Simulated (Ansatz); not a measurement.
# Hf (Im-3m) in Ansatz: further runs

One crystal, Hf, is run at these levels: PBEsol; tasks: single point, equation of state.

All numbers are computed with Ansatz 0.2.0; they aren't measurements. Logs are shortened: lines on timing, memory, paths and dates and some standing lists are left out, and cuts for length are marked.

### Step 1. Starting point

It takes space group Im-3m (No. 229, cubic). The conventional cell has a = 3.610 Å, b = 3.610 Å, c = 3.610 Å, α = 90.00°, β = 90.00°, γ = 90.00°. Hf (site symmetry m-3m) is surrounded by 8 Hf at 3.13 Å.

This isn't the form of Hf at room conditions, which is hcp.

### Step 2. Single point, PBEsol, 22.11 Å³/atom (volume scaled by 0.94)

File input.yaml:

```yaml
crystal:
  lattice:
    - [-1.7681529262, 1.7681529262, 1.7681529262]
    - [1.7681529262, -1.7681529262, 1.7681529262]
    - [1.7681529262, 1.7681529262, -1.7681529262]
  atoms:
    - { symbol: Hf, position: [0.0, 0.0, 0.0] }
hamiltonian:
  xc: pbesol
  pseudopotentials: { kind: paw }
kpoints:
  mp_grid: { grid: [10, 10, 10] }
scf:
  occupations: { method: fermi_dirac, width: 0.05 }
output:
  forces: true
  stress: true
  eigenvalues: true
```

Potentials or basis: Ansatz PAW.

Launch:

```
$ ansatz run input.yaml --threads 2 --pin off --max-ram 5632MiB --backend cpu --events-out ev --progress --plain --runs-dir out
```

The program printed:

```text
Warning: RAYON_NUM_THREADS=2 ignored (pool sized by the plan → 2); use --threads N
Engine: ansatz 0.2.0, x86_64-unknown-linux-gnu
Pseudopotentials: kind: paw
Pseudopotential: Hf, paw, valence charge 26, recommended cutoff 420 eV (normal), Hf.paw.azcp
Functional definition: PBEsol
  exchange = pbesol_x
  correlation = pbesol_c
Crystal: 1 atoms, lattice volume = 22.112 Å³
Basis set: ecut = 420 eV, 429 PW (Γ), exchange–correlation on 48×48×48 points (8 copies of the dense FFT grid, shifted against one another)
Bands: 17, of which v1, the nominal top of the filled ones, is band 13 counted from 1 (12 counted from 0)
Symmetry: 48 space group operations
Space group: Im-3m (ITA 229), of the structure as read, at distance tolerance 2.8e-5 Å
k-points: 47 of 1000
Non-local potential: Hf, projectors of the file, l = 0: 3, l = 1: 2, l = 2: 2, l = 3: 3
PAW form: soft (Blöchl's): semilocal exchange-correlation on the pseudo side does not see the compensation charge
PAW frozen core: Hf, regenerated for the run's functional, and the local potential with it (the file was generated under x = pbe(κ = 0.804, μ = 0.2195149727645171), c = pbe(β = 0.06672455060314922))
PAW one-centre angular grid: Hf, 590 points (default); XC on 64 Gauss nodes
Initial density: superposition of atomic densities (neutral atoms: chi_scale 0, normalization atom), corrected by the library's trained network
Initial wavefunctions: pseudopotential atomic-orbital guess
Functional: x = pbesol(κ = 0.804, μ = 0.12345679012345678), c = pbesol(β = 0.046)
SCF iter   1: F=—  HF=-15597.858395 eV  |F-HF|=—  |Δ(HF+E_count)|=         —  Δρ=3.32e-3  dr2=1.38e-3  ethr=1.77e-3  ⟨swp⟩=5.0  Hψ=3403  notcnv=0
preconditioner: auto → Kerker (q_TF=auto, 2.803 Å⁻¹)  [metal: Δε(μ)=0.043 eV  Ē_g=18.438 eV  σ=0.050 eV  W_gap=0.21  n_scr=12 (ndim 8)  ℏωp=38.7 eV  f_vac=0.000  D(μ)=1.59/eV (n_scr^D=18)]
SCF iter   2: F=—  HF=-15597.858212 eV  |F-HF|=—  |Δ(HF+E_count)|=   1.83e-4  Δρ=1.94e-3  dr2=5.10e-4  ethr=5.29e-6  ⟨swp⟩=2.6  Hψ=1720  notcnv=0
SCF iter   3: F=—  HF=-15597.858239 eV  |F-HF|=—  |Δ(HF+E_count)|=   2.64e-5  Δρ=7.09e-4  dr2=7.14e-5  ethr=1.96e-6  ⟨swp⟩=2.0  Hψ=1127  notcnv=0
SCF iter   4: F=—  HF=-15597.858177 eV  |F-HF|=—  |Δ(HF+E_count)|=   6.22e-5  Δρ=2.13e-4  dr2=6.73e-6  ethr=2.75e-7  ⟨swp⟩=2.1  Hψ=1397  notcnv=0  defer=1
SCF iter   5: F=—  HF=-15597.858179 eV  |F-HF|=—  |Δ(HF+E_count)|=   2.30e-6  Δρ=2.80e-5  dr2=1.81e-7  ethr=2.59e-8  ⟨swp⟩=2.0  Hψ=1181  notcnv=0
SCF iter   6: F=—  HF=-15597.858178 eV  |F-HF|=—  |Δ(HF+E_count)|=   3.74e-7  Δρ=6.73e-6  dr2=6.22e-9  ethr=3.85e-10  ⟨swp⟩=5.6  Hψ=3613  notcnv=0
SCF iter   7: F=-15597.858178 eV  HF=-15597.858178 eV  |F-HF|=1.28e-8  |Δ(HF+E_count)|=   7.74e-9  Δρ=1.79e-6  dr2=4.66e-10  ethr=2.39e-11  ⟨swp⟩=4.3  Hψ=2766  notcnv=0
SCF 1 converged in 7 iterations: F = -15597.858178 eV  dr2 = 4.66e-10
SCF converged after 7 iterations
Free energy (F): -15597.858178 eV
Harris-Foulkes:  -15597.858178 eV  (|F-HF|=1.28e-8)
Internal energy: -15597.844725 eV  (E = F + TS)
E sigma→0 (E₀):  -15597.851452 eV
Entropy (-TS):   -0.013454 eV (-13.454 meV/atom)
Fermi energy:    19.659775 eV
--- Per-component energies (eV) ---
  E_band       = 40.555675
  E_kinetic    = 425.039445
  E_local      = -5044.401805  (includes V_loc(G=0)·N_el)
  E_nonlocal   = -1238.813979
  E_hartree    = 2372.769792
  E_xc         = -297.711955
  E_vxc        = -265.936320  (∫ρ·V_xc dr)
  E_paw        = -6807.236072  (= ΣΔE_a)
  E_vpaw       = 1419.130270  (= ΣTr[D̂ρ^β])
  E_aug_tail   = -0.000001  (compensation charges beyond the density's cutoff)
  E_ewald      = -5008.741241
  E_core_change = 1.251092  (= ΣΔE_core)
  E_smearing   = -0.013454  (= −TS)
  E_closure    = -0.000000  (closes the sum)
  Σ components = -15597.858178   (vs F -15597.858178, Δ=0.00e0)
--- Forces (eV/Å), atoms counted from 1 ---
  atom   1  Hf     0.00000000     0.00000000     0.00000000
  max |Σ_I F_I| component: 1.61e-30 eV/Å
--- Stress (GPa, compression-positive) ---
       -3.757021       0.000000       0.000000
        0.000000      -3.757021      -0.000000
        0.000000      -0.000000      -3.757021
  P = ⅓ Tr σ = -3.7570 GPa (-37.570 kbar)
--- Band table (eV; the first three rows and the last of 47) ---
  k-point 0: bands = ["-41.8273", "-10.0835", "-10.0835", "-10.0835", "8.2038", "8.2038", "8.2038", "8.2793", "8.2793", "8.2793", "8.3110", "12.5813", "21.1584", "21.1584", "21.1584", "23.9870", "23.9870"]
  k-point 1: bands = ["-41.8205", "-10.1710", "-10.1108", "-10.0839", "8.2061", "8.2090", "8.2091", "8.2743", "8.2773", "8.2775", "8.3044", "12.9521", "20.9059", "21.0452", "21.5311", "23.6252", "23.9887"]
  k-point 2: bands = ["-41.8026", "-10.3939", "-10.1816", "-10.0850", "8.2111", "8.2230", "8.2233", "8.2624", "8.2661", "8.2740", "8.2943", "13.9578", "20.3211", "20.5301", "22.6124", "23.3752", "24.0565"]
  k-point 46: bands = ["-41.7011", "-10.6842", "-10.6842", "-10.6842", "8.1864", "8.2368", "8.2368", "8.2368", "8.2885", "8.2885", "8.2885", "17.0280", "17.0280", "26.5079", "26.5079", "26.5079", "26.9665"]
```

It took 5.4 s on 2 threads of Intel Xeon at 2.50GHz (Skylake/Cascade Lake), shared host; peak memory 0.31 GiB.

What came out:

* Free energy: -15597.8582 eV
* Pressure: -3.8 GPa
* Band gap on the k mesh: none (metal or under the smearing width)

Caveat: the PAW data sets come from PBE, with cores solved anew for the run's functional, which leaves a small shift of forces and pressure.

### Step 3. Single point, PBEsol, 22.58 Å³/atom (volume scaled by 0.96)

Changes to input.yaml since step 2:

```diff
@@ -2,5 +2,5 @@
   lattice:
-    - [-1.7681529262, 1.7681529262, 1.7681529262]
-    - [1.7681529262, -1.7681529262, 1.7681529262]
-    - [1.7681529262, 1.7681529262, -1.7681529262]
+    - [-1.7806051177, 1.7806051177, 1.7806051177]
+    - [1.7806051177, -1.7806051177, 1.7806051177]
+    - [1.7806051177, 1.7806051177, -1.7806051177]
   atoms:
```

Potentials or basis: Ansatz PAW.

Launch:

```
$ ansatz run input.yaml --threads 2 --pin off --max-ram 5632MiB --backend cpu --events-out ev --progress --plain --runs-dir out
```

Wall time 5.3 s (2 threads of Intel Xeon at 2.50GHz (Skylake/Cascade Lake), shared host); peak memory 0.31 GiB.

Results (log left out):

| Item | Value |
| --- | --- |
| Free energy | -15597.8443 eV |
| Pressure | -5.7 GPa |
| Band gap on the k mesh | none (metal or under the smearing width) |

Caveat: the PAW data sets come from PBE, with cores solved anew for the run's functional, which leaves a small shift of forces and pressure.

### Step 4. Single point, PBEsol, 23.05 Å³/atom (volume scaled by 0.98)

Changes to input.yaml since step 3:

```diff
@@ -2,5 +2,5 @@
   lattice:
-    - [-1.7806051177, 1.7806051177, 1.7806051177]
-    - [1.7806051177, -1.7806051177, 1.7806051177]
-    - [1.7806051177, 1.7806051177, -1.7806051177]
+    - [-1.792885541, 1.792885541, 1.792885541]
+    - [1.792885541, -1.792885541, 1.792885541]
+    - [1.792885541, 1.792885541, -1.792885541]
   atoms:
```

Launch:

```
$ ansatz run input.yaml --threads 2 --pin off --max-ram 5632MiB --backend cpu --events-out ev --progress --plain --runs-dir out
```

It took 6 s on 2 threads of Intel Xeon at 2.50GHz (Skylake/Cascade Lake), shared host; peak memory 0.31 GiB.

The run converged. Its results:

```
Free energy            : -15597.8250 eV
Pressure               : -7.4 GPa
Band gap on the k mesh : none (metal or under the smearing width)
```

Caveat: the PAW data sets come from PBE, with cores solved anew for the run's functional, which leaves a small shift of forces and pressure.

### Step 5. Single point, PBEsol, 23.52 Å³/atom

Changes to input.yaml since step 4:

```diff
@@ -2,5 +2,5 @@
   lattice:
-    - [-1.792885541, 1.792885541, 1.792885541]
-    - [1.792885541, -1.792885541, 1.792885541]
-    - [1.792885541, 1.792885541, -1.792885541]
+    - [-1.805, 1.805, 1.805]
+    - [1.805, -1.805, 1.805]
+    - [1.805, 1.805, -1.805]
   atoms:
```

Launch:

```
$ ansatz run input.yaml --threads 2 --pin off --max-ram 5632MiB --backend cpu --events-out ev --progress --plain --runs-dir out
```

It took 5.5 s on 2 threads of Intel Xeon at 2.50GHz (Skylake/Cascade Lake), shared host; peak memory 0.31 GiB.

Results (log left out):

* Free energy: -15597.8008 eV
* Pressure: -9.0 GPa
* Band gap on the k mesh: none (metal or under the smearing width)

Caveat: the PAW data sets come from PBE, with cores solved anew for the run's functional, which leaves a small shift of forces and pressure.

### Step 6. Single point, PBEsol, 23.99 Å³/atom (volume scaled by 1.02)

Changes to input.yaml since step 5:

```diff
@@ -2,5 +2,5 @@
   lattice:
-    - [-1.805, 1.805, 1.805]
-    - [1.805, -1.805, 1.805]
-    - [1.805, 1.805, -1.805]
+    - [-1.8169539908, 1.8169539908, 1.8169539908]
+    - [1.8169539908, -1.8169539908, 1.8169539908]
+    - [1.8169539908, 1.8169539908, -1.8169539908]
   atoms:
@@ -18 +18,5 @@
   eigenvalues: true
+  write_density: true
+  write_potential: true
+  elf: true
+  volumetric_format: npy
```

Potentials or basis: Ansatz PAW.

Launch:

```
$ ansatz run input.yaml --threads 2 --pin off --max-ram 5632MiB --backend cpu --events-out ev --progress --plain --runs-dir out
```

Wall time 6.5 s (2 threads of Intel Xeon at 2.50GHz (Skylake/Cascade Lake), shared host); peak memory 0.32 GiB.

Results (log left out):

```yaml
Free_energy: -15597.7722 eV
Pressure: -10.4 GPa
Band_gap_on_the_k_mesh: none (metal or under the smearing width)
```

Caveat: the PAW data sets come from PBE, with cores solved anew for the run's functional, which leaves a small shift of forces and pressure.

### Step 7. Single point, PBEsol, 24.46 Å³/atom (volume scaled by 1.04)

Changes to input.yaml since step 6:

```diff
@@ -2,5 +2,5 @@
   lattice:
-    - [-1.8169539908, 1.8169539908, 1.8169539908]
-    - [1.8169539908, -1.8169539908, 1.8169539908]
-    - [1.8169539908, 1.8169539908, -1.8169539908]
+    - [-1.8287527239, 1.8287527239, 1.8287527239]
+    - [1.8287527239, -1.8287527239, 1.8287527239]
+    - [1.8287527239, 1.8287527239, -1.8287527239]
   atoms:
```

Launch:

```
$ ansatz run input.yaml --threads 2 --pin off --max-ram 5632MiB --backend cpu --events-out ev --progress --plain --runs-dir out
```

It took 6 s on 2 threads of Intel Xeon at 2.50GHz (Skylake/Cascade Lake), shared host; peak memory 0.32 GiB.

Results (log left out):

```yaml
Free_energy: -15597.7396 eV
Pressure: -11.7 GPa
Band_gap_on_the_k_mesh: none (metal or under the smearing width)
```

Caveat: the PAW data sets come from PBE, with cores solved anew for the run's functional, which leaves a small shift of forces and pressure.

### Step 8. Single point, PBEsol, 24.93 Å³/atom (volume scaled by 1.06)

File input.yaml:

```yaml
crystal:
  lattice:
    - [-1.8404011445, 1.8404011445, 1.8404011445]
    - [1.8404011445, -1.8404011445, 1.8404011445]
    - [1.8404011445, 1.8404011445, -1.8404011445]
  atoms:
    - { symbol: Hf, position: [0.0, 0.0, 0.0] }
hamiltonian:
  xc: pbesol
  pseudopotentials: { kind: paw }
kpoints:
  mp_grid: { grid: [10, 10, 10] }
scf:
  occupations: { method: fermi_dirac, width: 0.05 }
output:
  forces: true
  stress: true
  eigenvalues: true
```

Launch:

```
$ ansatz run input.yaml --threads 2 --pin off --max-ram 5632MiB --backend cpu --events-out ev --progress --plain --runs-dir out
```

Run time: 5.9 s. Hardware: 2 threads of Intel Xeon at 2.50GHz (Skylake/Cascade Lake), shared host; peak memory 0.31 GiB.

Results (log left out):

- Free energy: -15597.7034 eV
- Pressure: -12.9 GPa
- Band gap on the k mesh: none (metal or under the smearing width)

Caveat: the PAW data sets come from PBE, with cores solved anew for the run's functional, which leaves a small shift of forces and pressure.

### Step 9. Equation of state, PBEsol

Potentials or basis: Ansatz PAW.

No new run: the results of the series are fitted here.

What came out:

```
Equilibrium volume : 21.32 Å³/atom (rough: see the caveat)
Bulk modulus       : 109 GPa (rough)
```

Energy against volume, from the lowest point:
| volume (Å³/atom) | energy (meV/atom) |
| --- | --- |
| 22.112 | 0.00 |
| 22.582 | 13.89 |
| 23.052 | 33.17 |
| 23.523 | 57.33 |
| 23.993 | 85.94 |
| 24.464 | 118.54 |
| 24.934 | 154.77 |

Caveat: the minimum lies outside the volumes run. Spin-orbit coupling is left out, which matters for the levels of Hf.
